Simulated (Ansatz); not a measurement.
Runs of Ansatz 0.2.0 on CoO. The structure is tetragonal, space group I4/mmm (No. 139). The conventional cell has a = 3.016 Å, b = 3.016 Å, c = 4.215 Å, α = 90.00°, β = 90.00°, γ = 90.00°. Co (site symmetry 4/mmm) is surrounded by 6 O at 2.11 to 2.13 Å. O (site symmetry 4/mmm) has 6 Co at 2.11 to 2.13 Å as nearest neighbours. 

```tsv
task	level	potentials or basis	spin	U	cell	k mesh	cutoff (eV)	smearing	hubbard projectors	double counting	points for each segment of the path	mesh quality	gap on the mesh (eV)	pressure (GPa)	moment (μB)	relaxed volume (Å³/atom)
relaxation of cell and atoms	BLYP	Ansatz PAW	collinear, ferromagnetic start	-	relaxed	12 × 12 × 12	420	fermi-dirac 0.05 eV	-	-	-	not flagged	none	0.0	2.88	10.12
single point	PBE+U	Ansatz PAW	collinear, program default start	Co d U = 4 eV	as given	9 × 9 × 9	420	gaussian 0.05 eV	ortho-atomic (the default)	fll (the default)	-	not flagged	1.50	11.4	3.00	-
relaxation of cell and atoms	LDA	Ansatz PAW	collinear, ferromagnetic start	-	relaxed	12 × 12 × 12	420	fermi-dirac 0.05 eV	-	-	-	not flagged	none	0.0	2.29	8.51
single point	LDA+U	Ansatz PAW	collinear, random start	Co d U = 3 eV	as given	9 × 9 × 9	420	gaussian 0.05 eV	ortho-atomic (the default)	fll (the default)	-	not flagged	(b)	-7.7	3.00	-
band structure	PBE	Ansatz PAW	collinear, ferromagnetic start	-	as given	12 × 12 × 12	420	fermi-dirac 0.05 eV	-	-	14	not flagged	none	0.0	2.92	-
relaxation of cell and atoms	PBEsol	Ansatz PAW	collinear, ferromagnetic start	-	relaxed	9 × 9 × 9	420	fermi-dirac 0.05 eV	-	-	-	not flagged	none	0.0	2.75	9.05
band structure	PBEsol+U	Ansatz PAW	collinear, ferromagnetic start	Co d U = 3.5 eV	as given	12 × 12 × 12	420	fermi-dirac 0.05 eV	ortho-atomic (the default)	fll (the default)	14	not flagged	1.13	1.4	3.00	-
relaxation of cell and atoms	revPBE	Ansatz PAW	collinear, ferromagnetic start	-	relaxed	9 × 9 × 9	420	fermi-dirac 0.05 eV	-	-	-	not flagged	none	0.0	2.94	9.91
relaxation of cell and atoms	PBEsol+D4	Ansatz PAW	collinear, ferromagnetic start	-	relaxed	9 × 9 × 9	420	fermi-dirac 0.05 eV	-	-	-	not flagged	none	0.0	2.73	(a)
band structure	PBE+U	Ansatz PAW	collinear, ferromagnetic start	Co d U = 7 eV	as given	12 × 12 × 12	420	fermi-dirac 0.05 eV	ortho-atomic (the default)	fll (the default)	14	not flagged	1.75	15.2	3.00	-
single point	PBE	Ansatz PAW	collinear, ferromagnetic start	-	as given	4 × 4 × 4	420	fermi-dirac 0.05 eV	-	-	-	coarse	none	-5.0	2.41	-
```

Q: Estimate the missing entries.

A: (a) 8.95; (b) 0.55.

Caveats: some runs use coarse meshes; a cell with one magnetic atom can't hold antiferromagnetic order, which such compounds often take; semilocal functionals often make such compounds metallic where correlation or magnetic order opens a gap, which also shifts bond lengths (some runs); the PAW data sets come from PBE, with cores solved anew for the run's functional, which leaves a small shift of forces and pressure (some runs); the plane-wave basis is chosen anew once the cell has moved, so the energies of steps on either side of that aren't comparable (some runs); the magnetic or orbital state may not be the lowest (some runs); the potentials were made for another functional, which shifts forces and pressure (some runs); odd divisions of the mesh miss points on the zone boundary, where band edges often lie, so the gap on the mesh can be too wide (some runs).

A k mesh can miss the band edges.

A gap of «none» marks a metal or a gap under the smearing width.

Not every run made on this cell is shown here.
